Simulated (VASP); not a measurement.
# GaCo (Pm-3m) in VASP: single point with PBE

Aim: the single point of GaCo with PBE.

Everything below comes from runs of VASP 6.6.1. Logs are shortened: lines on timing, memory, paths and dates and some standing lists are left out, and cuts for length are marked.

## Step 1: The crystal as given

It takes space group Pm-3m (No. 221, cubic). The conventional cell has a = 2.883 Å, b = 2.883 Å, c = 2.883 Å, α = 90.00°, β = 90.00°, γ = 90.00°. Ga (site symmetry m-3m) is surrounded by 8 Co at 2.50 Å. Co (site symmetry m-3m) is surrounded by 8 Ga at 2.50 Å.

## Step 2: Single point, PBE, collinear spin, typed start

INCAR

```
SYSTEM = GaCo
PREC = Accurate
ENCUT = 520
EDIFF = 1E-6
ISMEAR = -1
SIGMA = 0.03
LREAL = .False.
LASPH = .True.
NELM = 150
ALGO = Normal
ISIF = 2
LWAVE = .False.
LCHARG = .False.
ISPIN = 2
MAGMOM = 0 2
LORBIT = 11
LMAXMIX = 4
GGA = PE
NBANDS = 22
```

KPOINTS

```
Automatic mesh
0
Gamma
  11 11 11
  0 0 0
```

POSCAR

```
GaCo
1.0
    2.8831000000      0.0000000000      0.0000000000
    0.0000000000      2.8831000000      0.0000000000
    0.0000000000      0.0000000000      2.8831000000
Ga Co
1 1
Direct
    0.5000000000      0.5000000000      0.5000000000
    0.0000000000      0.0000000000      0.0000000000
```

Potentials or basis: VASP PAW PBE potentials, release 64 (Ga_d, Co).

Run with:

```console
cat potpaw_PBE.64/Ga_d/POTCAR potpaw_PBE.64/Co/POTCAR > POTCAR
mpirun -np 1 vasp_std > vasp.out
```

OUTCAR:

```text
SYSTEM = GaCo
   PREC = Accurate
   ENCUT = 520
   EDIFF = 1E-6
   ISMEAR = -1
   LREAL = .False.
   LASPH = .True.
   NELM = 150
   ISIF = 2
   ISPIN = 2
   LORBIT = 11
   GGA = PE

 ion  position               nearest neighbor table
   1  0.500  0.500  0.500-   2 2.50   2 2.50   2 2.50   2 2.50   2 2.50   2 2.50   2 2.50   2 2.50

   2  0.000  0.000  0.000-   1 2.50   1 2.50   1 2.50   1 2.50   1 2.50   1 2.50   1 2.50   1 2.50

  LATTYP: Found a simple cubic cell.
 ALAT       =     2.8831000000

  Lattice vectors:

 A1 = (   2.8831000000,   0.0000000000,   0.0000000000)
 A2 = (   0.0000000000,   2.8831000000,   0.0000000000)
 A3 = (   0.0000000000,   0.0000000000,   2.8831000000)

Analysis of symmetry for initial positions (statically):
=====================================================================
 Subroutine PRICEL returns:
 Original cell was already a primitive cell.

 Routine SETGRP: Setting up the symmetry group for a
 simple cubic supercell.

 Subroutine GETGRP returns: Found 48 space group operations
 (whereof 48 operations were pure point group operations)
 out of a pool of 48 trial point group operations.

The static configuration has the point symmetry O_h .

Analysis of symmetry for dynamics (positions and initial velocities):
=====================================================================
 Subroutine PRICEL returns:
 Original cell was already a primitive cell.

 Routine SETGRP: Setting up the symmetry group for a
 simple cubic supercell.

 Subroutine GETGRP returns: Found 48 space group operations
 (whereof 48 operations were pure point group operations)
 out of a pool of 48 trial point group operations.

The dynamic configuration has the point symmetry O_h .

Analysis of structural, dynamic, and magnetic symmetry:
=====================================================================
 Subroutine PRICEL returns:
 Original cell was already a primitive cell.

 Routine SETGRP: Setting up the symmetry group for a
 simple cubic supercell.

 Subroutine GETGRP returns: Found 48 space group operations
 (whereof 48 operations were pure point group operations)
 out of a pool of 48 trial point group operations.

The overall configuration has the point symmetry O_h .

 Subroutine INISYM returns: Found 48 space group operations
 (whereof 48 operations are pure point group operations),
 and found     1 'primitive' translations

----------------------------------------------------------------------------------------

                                     Primitive cell

  volume of cell :      23.9651

  direct lattice vectors                    reciprocal lattice vectors
     2.883100000  0.000000000  0.000000000     0.346848878  0.000000000  0.000000000
     0.000000000  2.883100000  0.000000000     0.000000000  0.346848878  0.000000000
     0.000000000  0.000000000  2.883100000     0.000000000  0.000000000  0.346848878

  length of vectors
     2.883100000  2.883100000  2.883100000     0.346848878  0.346848878  0.346848878

  position of ions in fractional coordinates (direct lattice)
     0.500000000  0.500000000  0.500000000
     0.000000000  0.000000000  0.000000000

  ion indices of the primitive-cell ions
   primitive index   ion index
                 1           1
                 2           2

----------------------------------------------------------------------------------------

 KPOINTS: Automatic mesh

Automatic generation of k-mesh.
 Grid dimensions read from file:
 generate k-points for:   11   11   11

 Generating k-lattice:

  Cartesian coordinates                     Fractional coordinates (reciprocal lattice)
     0.031531716  0.000000000  0.000000000     0.090909091  0.000000000  0.000000000
     0.000000000  0.031531716  0.000000000     0.000000000  0.090909091  0.000000000
     0.000000000  0.000000000  0.031531716     0.000000000  0.000000000  0.090909091

  Length of vectors
     0.031531716  0.031531716  0.031531716

  Shift w.r.t. Gamma in fractional coordinates (k-lattice)
     0.000000000  0.000000000  0.000000000

 Subroutine IBZKPT returns following result:
 ===========================================

 Found     56 irreducible k-points:

 Following reciprocal coordinates:
            Coordinates               Weight
  0.000000  0.000000  0.000000      1.000000
  0.090909  0.000000  0.000000      6.000000
  0.181818  0.000000  0.000000      6.000000
  0.272727  0.000000  0.000000      6.000000
  0.363636  0.000000  0.000000      6.000000
  0.454545  0.000000  0.000000      6.000000
[... 16 lines left out ...]
  0.181818  0.090909  0.090909     24.000000
  0.272727  0.090909  0.090909     24.000000
 [... further k-points ...]
   k-points           NKPTS =     56   k-points in BZ     NKDIM =     56   number of bands    NBANDS=     22
   number of dos      NEDOS =    301   number of ions     NIONS =      2
   total plane-waves  NPLWV =  13824
   dimension x,y,z NGX =    24 NGY =   24 NGZ =   24
   dimension x,y,z NGXF=    48 NGYF=   48 NGZF=   48
   ions per type =               1   1
   NGX,Y,Z   is equivalent  to a cutoff of  13.84, 13.84, 13.84 a.u.
   NGXF,Y,Z  is equivalent  to a cutoff of  27.68, 27.68, 27.68 a.u.
 SYSTEM =  GaCo
   PREC   = accura    normal or accurate (medium, high low for compatibility)
   ISTART =      0    job   : 0-new  1-cont  2-samecut
   ICHARG =      2    charge: 1-file 2-atom 10-const
   ISPIN  =      2    spin polarized calculation?
   LNONCOLLINEAR =      F non collinear calculations
   LSORBIT =      F    spin-orbit coupling
   LASPH  =      T    aspherical Exc in radial PAW
   ENCUT  =  520.0 eV  38.22 Ry    6.18 a.u.   5.36  5.36  5.36*2*pi/ulx,y,z
   NELM   =    150;   NELMIN=  2; NELMDL= -5     # of ELM steps
   EDIFF  = 0.1E-05   stopping-criterion for ELM
   LREAL  =      F    real-space projection
   EDIFFG = 0.1E-04   stopping-criterion for IOM
   NSW    =      0    number of steps for IOM
   IBRION =     -1    ionic relax: 0-MD 1-quasi-New 2-CG
   NFREE  =      0    steps in history (QN), initial steepest desc. (CG)
   ISIF   =      2    stress and relaxation
   ISYM   =      2    0-nonsym 1-usesym 2-fastsym
   POTIM  = 0.5000    time-step for ionic-motion
   TEBEG  =    0.0;   TEEND  =   0.0 temperature during run
   PSTRESS=    0.0 pullay stress
   NELECT =      22.0000    total number of electrons
   NUPDOWN=      -1.0000    fix difference up-down
   EMIN   =  10.00;   EMAX   =-10.00  energy-range for DOS
   EFERMI =   0.00;   METHOD = LEGACY
   ISMEAR =    -1;   SIGMA  =   0.03  broadening in eV -4-tet -1-fermi 0-gaus
   EFERMI_NEDOS =   21; number of points for ismear=-14 and -15
   IALGO  =     38    algorithm
   IMIX   =      4    mixing-type and parameters
     AMIX     =   0.40;   BMIX     =  1.00
     AMIX_MAG =   1.60;   BMIX_MAG =  1.00
  volume/ion in A,a.u.               =      11.98        80.86
  Fermi-wavevector in a.u.,A,eV,Ry     =   1.591070  3.006687 34.443210  2.531504
  Thomas-Fermi vector in A             =   2.689667
   LORBIT       =     11    0 simple, 1 ext, 2 COOP (PROOUT), +10 PAW based schemes
   GGA     = PE    functional components
   LHFCALC =     F    Hartree Fock is set to
   AEXX    =    0.0000 exact exchange contribution
   IVDW    =     0    specifies the selected vdW correction
   LEPSILON=     F    determine dielectric tensor
   LRPA    =     F    only Hartree local field effects (RPA)
 spin polarized calculation
  energy-cutoff  :      520.00
  volume of cell :       23.97
 maximum number of plane-waves:       661
 NGX is ok and might be reduce to    24
   NGX = 11   NGY = 11   NGZ = 11

 number of electron      22.0000019 magnetization       0.0039585

 Free energy of the ion-electron system (eV)
  ---------------------------------------------------
  ext. energy  EPLUGINS =         0.00000000
  ---------------------------------------------------
  free energy    TOTEN  =       -10.48036056 eV

  energy without entropy =      -10.47667848  energy(sigma->0) =      -10.47851952

 E-fermi :   9.7321     XC(G=0): -13.1592

 val. band max:        9.6755859507   @ k =   0.4545   0.3636   0.0000
 cond. band min:       9.7501330055   @ k =   0.4545   0.3636   0.0909
 fundamental gap:      0.0745470548
 Fermi energy:         9.7321249491

 spin component 1

 k-point     1 :       0.0000    0.0000    0.0000
  band No.  band energies     occupation
      1      -5.4490      1.00000
      2      -5.4490      1.00000
      3      -5.1075      1.00000
      4      -5.1075      1.00000
      5      -5.1075      1.00000
      6      -2.3166      1.00000
[... 14 lines left out ...]
     21      34.9195      0.00000
     22      34.9195      0.00000
[... 552 lines left out ...]
  band No.  band energies     occupation
      1      -5.3865      1.00000
      2      -5.2800      1.00000
      3      -5.1817      1.00000
      4      -5.1745      1.00000
      5      -5.1140      1.00000
      6      -0.6238      1.00000
[... 14 lines left out ...]
     21      30.3196      0.00000
     22      32.6412      0.00000

 [... further k-points ...]

 spin component 2

 k-point     1 :       0.0000    0.0000    0.0000
  band No.  band energies     occupation
      1      -5.4490      1.00000
      2      -5.4490      1.00000
      3      -5.1075      1.00000
      4      -5.1075      1.00000
      5      -5.1075      1.00000
      6      -2.3169      1.00000
[... 14 lines left out ...]
     21      34.9203      0.00000
     22      34.9203      0.00000
[... 552 lines left out ...]
  band No.  band energies     occupation
      1      -5.3865      1.00000
      2      -5.2801      1.00000
      3      -5.1817      1.00000
      4      -5.1746      1.00000
      5      -5.1141      1.00000
      6      -0.6242      1.00000
[... 14 lines left out ...]
     21      30.3196      0.00000
     22      32.6412      0.00000

 [... further k-points ...]

------------------------ aborting loop because EDIFF is reached ----------------------------------------

  FORCE on cell =-STRESS in cart. coord.  units (eV):
  Direction    XX          YY          ZZ          XY          YZ          ZX
  --------------------------------------------------------------------------------------
  -------------------------------------------------------------------------------------
  Total       -0.0107979     -0.0107979     -0.0107979      0.0000000     -0.0000000      0.0000000
  in kB       -0.7218898     -0.7218898     -0.7218898      0.0000000     -0.0000000      0.0000000
  external PRESSURE =      -0.7218898 kB  Pullay stress =       0.0000000 kB

 VOLUME and BASIS-vectors are now :
 -----------------------------------------------------------------------------
  energy-cutoff  :      520.00
  volume of cell :       23.97
      direct lattice vectors                 reciprocal lattice vectors
     2.883100000  0.000000000  0.000000000     0.346848878  0.000000000  0.000000000
     0.000000000  2.883100000  0.000000000     0.000000000  0.346848878  0.000000000
     0.000000000  0.000000000  2.883100000     0.000000000  0.000000000  0.346848878

 POSITION                                       TOTAL-FORCE (eV/Angst)
 -----------------------------------------------------------------------------------
      1.44155      1.44155      1.44155         0.000000      0.000000      0.000000
      0.00000      0.00000      0.00000         0.000000      0.000000      0.000000
 -----------------------------------------------------------------------------------
    total drift:                                0.000000      0.000000     -0.000000

  FREE ENERGIE OF THE ION-ELECTRON SYSTEM (eV)
  ---------------------------------------------------
  free  energy   TOTEN  =       -10.4803605642 eV

  energy  without entropy=      -10.4766784821  energy(sigma->0) =      -10.47851952

 total charge

# of ion       s       p       d       tot
------------------------------------------
    1        0.846   0.881  10.051  11.778
    2        0.385   0.450   7.509   8.343
--------------------------------------------------
tot          1.232   1.330  17.559  20.121

 magnetization (x)

# of ion       s       p       d       tot
------------------------------------------
    1       -0.000  -0.000  -0.000  -0.000
    2        0.000  -0.000   0.004   0.004
--------------------------------------------------
tot         -0.000  -0.000   0.004   0.004
```

It took 38 s on 1 thread of Intel Xeon Platinum 8488C (Sapphire Rapids), shared host; peak memory 0.18 GiB.

What came out:

```yaml
Free_energy: -10.4804 eV
Pressure: -0.1 GPa
Band_gap_on_the_k_mesh: none (metal or under the smearing width)
Net_moment: 0.00 μB per cell
Valence_electrons_inside_the_program's_atomic_spheres: Ga 11.78; Co 8.34
```

Caveat: the starting moments collapsed, and a magnetic state may lie lower.
